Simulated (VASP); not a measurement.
# NbSi2 (P6_422) in VASP: single point with PBE

Aim: the single point of NbSi2 with PBE.

All numbers are computed with VASP 6.6.1; they aren't measurements. Logs are shortened: lines on timing, memory, paths and dates and some standing lists are left out, and cuts for length are marked.

**1. Starting point**

It takes space group P6_422 (No. 181, hexagonal). Conventional cell: a = 4.806 Å, b = 4.806 Å, c = 6.588 Å, α = 90.00°, β = 90.00°, γ = 120.00°. Around Nb (site symmetry 222) lie 10 Si at 2.62 to 2.85 Å. Around Si (site symmetry 2) lie 5 Si at 2.56 to 2.85 Å and 5 Nb at 2.62 to 2.85 Å.

The cell comes from a database or a generator and needn't be the stable form of this composition.

**2. Single point, PBE**

INCAR

```
PREC     = Accurate       # precision mode
ENCUT    = 520            # plane-wave cutoff, eV
EDIFF    = 1E-7           # SCF threshold, eV
ISMEAR   = 0              # smearing method
SIGMA    = 0.1            # smearing width, eV
LREAL    = F              # projectors in reciprocal space
LASPH    = T              # aspherical terms in the spheres
NELM     = 100            # most SCF steps
ALGO     = Fast           # electronic algorithm
ISIF     = 2              # what is computed and relaxed
LWAVE    = F              # write WAVECAR
LCHARG   = F              # write CHGCAR
GGA      = PE             # functional
NBANDS   = 42             # bands
```

KPOINTS

```
Automatic mesh
0
Gamma
  6 6 4
```

POSCAR

```
NbSi2
1.0
    4.8058630000      0.0000000000      0.0000000000
   -2.4029310000      4.1619990000      0.0000000000
    0.0000000000      0.0000000000      6.5881560000
Nb Si
3 6
Direct
    0.5000000000      0.5000000000      0.6666670000
    0.5000000000      0.0000000000      0.0000000000
    0.0000000000      0.5000000000      0.3333330000
    0.6838360000      0.8419180000      0.3333330000
    0.8419180000      0.6838360000      0.0000000000
    0.8419180000      0.1580820000      0.6666670000
    0.3161640000      0.1580820000      0.3333330000
    0.1580820000      0.3161640000      0.0000000000
    0.1580820000      0.8419180000      0.6666670000
```

Potentials or basis: VASP PAW PBE potentials, release 64 (Nb_sv, Si).

On the command line:

```
cat potpaw_PBE.64/Nb_sv/POTCAR potpaw_PBE.64/Si/POTCAR > POTCAR
mpirun -np 1 vasp_std > vasp.out
```

OUTCAR:

```text
PREC = Accurate
   ENCUT = 520
   EDIFF = 1E-7
   ISMEAR = 0
   LREAL = F
   LASPH = T
   NELM = 100
   ISIF = 2
   GGA = PE

 ion  position               nearest neighbor table
   1  0.500  0.500  0.667-   5 2.62   8 2.62   7 2.62   4 2.62   6 2.74   9 2.74   9 2.74   6 2.74
                             6 2.85   9 2.85
   2  0.500  0.000  0.000-   4 2.62   7 2.62   6 2.62   9 2.62   8 2.74   5 2.74   8 2.74   5 2.74
                             8 2.85   5 2.85
   3  0.000  0.500  0.333-   5 2.62   8 2.62   6 2.62   9 2.62   7 2.74   4 2.74   7 2.74   4 2.74
                             4 2.85   7 2.85
   4  0.684  0.842  0.333-   5 2.56   6 2.56   2 2.62   1 2.62   7 2.63   3 2.74   3 2.74   3 2.85
                             7 2.85   7 2.85
   5  0.842  0.684  0.000-   4 2.56   9 2.56   3 2.62   1 2.62   8 2.63   2 2.74   2 2.74   2 2.85
                             8 2.85   8 2.85
   6  0.842  0.158  0.667-   8 2.56   4 2.56   2 2.62   3 2.62   9 2.63   1 2.74   1 2.74   1 2.85
                             9 2.85   9 2.85
   7  0.316  0.158  0.333-   8 2.56   9 2.56   2 2.62   1 2.62   4 2.63   3 2.74   3 2.74   3 2.85
                             4 2.85   4 2.85
   8  0.158  0.316  0.000-   7 2.56   6 2.56   3 2.62   1 2.62   5 2.63   2 2.74   2 2.74   2 2.85
                             5 2.85   5 2.85
   9  0.158  0.842  0.667-   5 2.56   7 2.56   2 2.62   3 2.62   6 2.63   1 2.74   1 2.74   1 2.85
                             6 2.85   6 2.85

  LATTYP: Found a hexagonal cell.
 ALAT       =     4.8058630000
 C/A-ratio  =     1.3708580540

  Lattice vectors:

 A1 = (   4.8058630000,   0.0000000000,   0.0000000000)
 A2 = (  -2.4029310000,   4.1619990000,   0.0000000000)
 A3 = (   0.0000000000,   0.0000000000,   6.5881560000)

Analysis of symmetry for initial positions (statically):
=====================================================================
 Subroutine PRICEL returns:
 Original cell was already a primitive cell.

 Routine SETGRP: Setting up the symmetry group for a
 hexagonal supercell.

 Subroutine GETGRP returns: Found 12 space group operations
 (whereof  4 operations were pure point group operations)
 out of a pool of 24 trial point group operations.

The static configuration has the point symmetry D_2 .
 The point group associated with its full space group is D_6 .

Analysis of symmetry for dynamics (positions and initial velocities):
=====================================================================
 Subroutine PRICEL returns:
 Original cell was already a primitive cell.

 Routine SETGRP: Setting up the symmetry group for a
 hexagonal supercell.

 Subroutine GETGRP returns: Found 12 space group operations
 (whereof  4 operations were pure point group operations)
 out of a pool of 24 trial point group operations.

The dynamic configuration has the point symmetry D_2 .
 The point group associated with its full space group is D_6 .

 Subroutine INISYM returns: Found 12 space group operations
 (whereof  4 operations are pure point group operations),
 and found     1 'primitive' translations

----------------------------------------------------------------------------------------

                                     Primitive cell

  volume of cell :     131.7763

  direct lattice vectors                    reciprocal lattice vectors
     4.805863000  0.000000000  0.000000000     0.208079173  0.120134555  0.000000000
    -2.402931000  4.161999000  0.000000000     0.000000000  0.240269159  0.000000000
     0.000000000  0.000000000  6.588156000     0.000000000  0.000000000  0.151787541

  length of vectors
     4.805863000  4.805862365  6.588156000     0.240269127  0.240269159  0.151787541

  position of ions in fractional coordinates (direct lattice)
     0.500000000  0.500000000  0.666667000
     0.500000000  0.000000000  0.000000000
     1.000000000  0.500000000  0.333333000
     0.683836000  0.841918000  0.333333000
     0.841918000  0.683836000  0.000000000
     0.841918000  0.158082000  0.666667000
     0.316164000  0.158082000  0.333333000
     0.158082000  0.316164000  0.000000000
     0.158082000  0.841918000  0.666667000

  ion indices of the primitive-cell ions
   primitive index   ion index
                 1           1
                 2           2
                 3           3
                 4           4
                 5           5
                 6           6
                 7           7
                 8           8
                 9           9

----------------------------------------------------------------------------------------

 KPOINTS: Automatic mesh

Automatic generation of k-mesh.
 Grid dimensions read from file:
 generate k-points for:    6    6    4

 Generating k-lattice:

  Cartesian coordinates                     Fractional coordinates (reciprocal lattice)
     0.034679862  0.020022426  0.000000000     0.166666667  0.000000000  0.000000000
     0.000000000  0.040044860  0.000000000     0.000000000  0.166666667  0.000000000
     0.000000000  0.000000000  0.037946885     0.000000000  0.000000000  0.250000000

  Length of vectors
     0.040044855  0.040044860  0.037946885

  Shift w.r.t. Gamma in fractional coordinates (k-lattice)
     0.000000000  0.000000000  0.000000000

 Subroutine IBZKPT returns following result:
 ===========================================

 Found     21 irreducible k-points:

 Following reciprocal coordinates:
            Coordinates               Weight
  0.000000  0.000000  0.000000      1.000000
  0.166667  0.000000  0.000000      6.000000
  0.333333  0.000000  0.000000      6.000000
  0.500000  0.000000  0.000000      3.000000
  0.166667  0.166667  0.000000      6.000000
  0.333333  0.166667  0.000000     12.000000
[... 13 lines left out ...]
  0.333333  0.166667  0.500000     12.000000
  0.333333  0.333333  0.500000      2.000000
   k-points           NKPTS =     21   k-points in BZ     NKDIM =     21   number of bands    NBANDS=     42
   number of dos      NEDOS =    301   number of ions     NIONS =      9
   total plane-waves  NPLWV =  64800
   dimension x,y,z NGX =    36 NGY =   36 NGZ =   50
   dimension x,y,z NGXF=    72 NGYF=   72 NGZF=  100
   ions per type =               3   6
   NGX,Y,Z   is equivalent  to a cutoff of  12.45, 12.45, 12.62 a.u.
   NGXF,Y,Z  is equivalent  to a cutoff of  24.91, 24.91, 25.23 a.u.
 SYSTEM =  unknown system
   PREC   = accura    normal or accurate (medium, high low for compatibility)
   ISTART =      0    job   : 0-new  1-cont  2-samecut
   ICHARG =      2    charge: 1-file 2-atom 10-const
   ISPIN  =      1    spin polarized calculation?
   LNONCOLLINEAR =      F non collinear calculations
   LSORBIT =      F    spin-orbit coupling
   LASPH  =      T    aspherical Exc in radial PAW
   ENCUT  =  520.0 eV  38.22 Ry    6.18 a.u.   8.94  8.94 12.25*2*pi/ulx,y,z
   NELM   =    100;   NELMIN=  2; NELMDL= -5     # of ELM steps
   EDIFF  = 0.1E-06   stopping-criterion for ELM
   LREAL  =      F    real-space projection
   EDIFFG = 0.1E-05   stopping-criterion for IOM
   NSW    =      0    number of steps for IOM
   IBRION =     -1    ionic relax: 0-MD 1-quasi-New 2-CG
   NFREE  =      0    steps in history (QN), initial steepest desc. (CG)
   ISIF   =      2    stress and relaxation
   ISYM   =      2    0-nonsym 1-usesym 2-fastsym
   POTIM  = 0.5000    time-step for ionic-motion
   TEBEG  =    0.0;   TEEND  =   0.0 temperature during run
   PSTRESS=    0.0 pullay stress
   NELECT =      63.0000    total number of electrons
   NUPDOWN=      -1.0000    fix difference up-down
   EMIN   =  10.00;   EMAX   =-10.00  energy-range for DOS
   EFERMI =   0.00;   METHOD = LEGACY
   ISMEAR =     0;   SIGMA  =   0.10  broadening in eV -4-tet -1-fermi 0-gaus
   EFERMI_NEDOS =   21; number of points for ismear=-14 and -15
   IALGO  =     68    algorithm
   IMIX   =      4    mixing-type and parameters
     AMIX     =   0.40;   BMIX     =  1.00
     AMIX_MAG =   1.60;   BMIX_MAG =  1.00
  volume/ion in A,a.u.               =      14.64        98.81
  Fermi-wavevector in a.u.,A,eV,Ry     =   1.280096  2.419031 22.295136  1.638646
  Thomas-Fermi vector in A             =   2.412544
   LORBIT       =      0    0 simple, 1 ext, 2 COOP (PROOUT), +10 PAW based schemes
   GGA     = PE    functional components
   LHFCALC =     F    Hartree Fock is set to
   AEXX    =    0.0000 exact exchange contribution
   IVDW    =     0    specifies the selected vdW correction
   LEPSILON=     F    determine dielectric tensor
   LRPA    =     F    only Hartree local field effects (RPA)
 non-spin polarized calculation
 RMM-DIIS sequential band-by-band and
 Gauss-broadening in eV      SIGMA  =   0.10
  energy-cutoff  :      520.00
  volume of cell :      131.78
 maximum number of plane-waves:      3570
 NGX is ok and might be reduce to    36
   NGX = 17   NGY = 17   NGZ = 25

 number of electron      63.0000001 magnetization

 Free energy of the ion-electron system (eV)
  ---------------------------------------------------
  ext. energy  EPLUGINS =         0.00000000
  ---------------------------------------------------
  free energy    TOTEN  =       -68.21796210 eV

  energy without entropy =      -68.19850311  energy(sigma->0) =      -68.20823261

 E-fermi :  11.3736     XC(G=0): -11.9816

 val. band max:       11.3644724494   @ k =   0.5000   0.0000   0.0000
 cond. band min:      11.4429005918   @ k =   0.3333   0.1667   0.2500
 fundamental gap:      0.0784281424
 Fermi energy:        11.3736474580

 k-point     1 :       0.0000    0.0000    0.0000
  band No.  band energies     occupation
      1     -43.2581      2.00000
      2     -43.2217      2.00000
      3     -43.2216      2.00000
      4     -19.4894      2.00000
      5     -19.4893      2.00000
      6     -19.4847      2.00000
[... 34 lines left out ...]
     41      15.2358      0.00000
     42      15.9068      0.00000
[... 859 lines left out ...]
      2     -43.2278      2.00000
      3     -43.2277      2.00000
      4     -19.5393      2.00000
      5     -19.5165      2.00000
      6     -19.5165      2.00000
[... 34 lines left out ...]
     41      14.8314      0.00000
     42      14.8720      0.00000

------------------------ aborting loop because EDIFF is reached ----------------------------------------

  FORCE on cell =-STRESS in cart. coord.  units (eV):
  Direction    XX          YY          ZZ          XY          YZ          ZX
  --------------------------------------------------------------------------------------
  -------------------------------------------------------------------------------------
  Total        0.4961249      0.4961247      1.5632683      0.0000001      0.0000000      0.0000000
  in kB        6.0320417      6.0320404     19.0067063      0.0000007      0.0000000      0.0000000
  external PRESSURE =      10.3569294 kB  Pullay stress =       0.0000000 kB

 VOLUME and BASIS-vectors are now :
 -----------------------------------------------------------------------------
  energy-cutoff  :      520.00
  volume of cell :      131.78
      direct lattice vectors                 reciprocal lattice vectors
     4.805863000  0.000000000  0.000000000     0.208079173  0.120134555  0.000000000
    -2.402931000  4.161999000  0.000000000     0.000000000  0.240269159  0.000000000
     0.000000000  0.000000000  6.588156000     0.000000000  0.000000000  0.151787541

 POSITION                                       TOTAL-FORCE (eV/Angst)
 -----------------------------------------------------------------------------------
      1.20147      2.08100      4.39211        -0.000000      0.000000     -0.000000
      2.40293      0.00000      0.00000         0.000000      0.000000      0.000000
     -1.20147      2.08100      2.19605         0.000000      0.000000      0.000000
      1.26335      3.50406      2.19605        -0.123843     -0.071501      0.000000
      2.40293      2.84612      0.00000        -0.000000     -0.143002      0.000000
      3.66628      0.65794      4.39211        -0.123843      0.071501      0.000000
      1.13958      0.65794      2.19605         0.123843      0.071501      0.000000
      0.00000      1.31587      0.00000         0.000000      0.143002      0.000000
     -1.26335      3.50406      4.39211         0.123843     -0.071501      0.000000
 -----------------------------------------------------------------------------------
    total drift:                               -0.000000     -0.000000     -0.006078

  FREE ENERGIE OF THE ION-ELECTRON SYSTEM (eV)
  ---------------------------------------------------
  free  energy   TOTEN  =       -68.2179620988 eV

  energy  without entropy=      -68.1985031141  energy(sigma->0) =      -68.20823261
```

Wall time 3.8 min (1 thread of AMD EPYC 9R45 (Zen 5), shared host); peak memory 0.25 GiB.

What came out:

- Free energy: -68.2180 eV
- Pressure: 1.0 GPa
- Largest force: 0.143 eV/Å
- Band gap on the k mesh: none (metal or under the smearing width)

Forces in eV/Å, atoms in the order of the input:
```
Nb   0.000  0.000  0.000
Nb   0.000  0.000  0.000
Nb   0.000  0.000  0.000
Si  -0.124 -0.072  0.000
Si   0.000 -0.143  0.000
Si  -0.124  0.072  0.000
Si   0.124  0.072  0.000
Si   0.000  0.143  0.000
Si   0.124 -0.072  0.000
```

Stress tensor (GPa, compression positive):
```
0.60 0.00 0.00
0.00 0.60 0.00
0.00 0.00 1.90
```
